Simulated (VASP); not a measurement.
Here is a VASP 6.6.1 calculation.

File INCAR:

```
SYSTEM = Ba
PREC = Accurate ; ENCUT = 520
EDIFF = 1E-7 ; ISMEAR = -1
SIGMA = 0.1 ; LREAL = .False.
LASPH = .True. ; NELM = 60
ALGO = Normal ; ISIF = 2
LWAVE = .False. ; LCHARG = .False.
GGA = PS ; NBANDS = 22
```

KPOINTS

```
Automatic mesh
0
Gamma
  7 7 10
  0 0 0
```

File POSCAR:

```
Ba
1.0
    6.9887155900      0.0000000000      0.0000000000
   -3.4943577950      6.0524052408      0.0000000000
    0.0000000000      0.0000000000      4.1597447393
Ba
3
Direct
    0.0000000000      0.0000000000      1.0000000000
    0.3333333333      0.6666666667      0.5000000000
    0.6666666667      0.3333333333      0.5000000000
```

Potentials or basis: VASP PAW PBE potentials, release 64 (Ba_sv).

The run is started by

```sh
$ cat potpaw_PBE.64/Ba_sv/POTCAR > POTCAR
$ mpirun -np 1 vasp_std > vasp.out
```

**Question.** What does it give for the band gap on the k mesh?

**Answer.** None (metal or under the smearing width).

**Question.** Predict the pressure.

**Answer.** 0.1 GPa.

Caveat: the PAW data sets were made with another functional, which shifts forces and pressure a little. The run has no spin-orbit coupling, so splittings on Ba are missing.
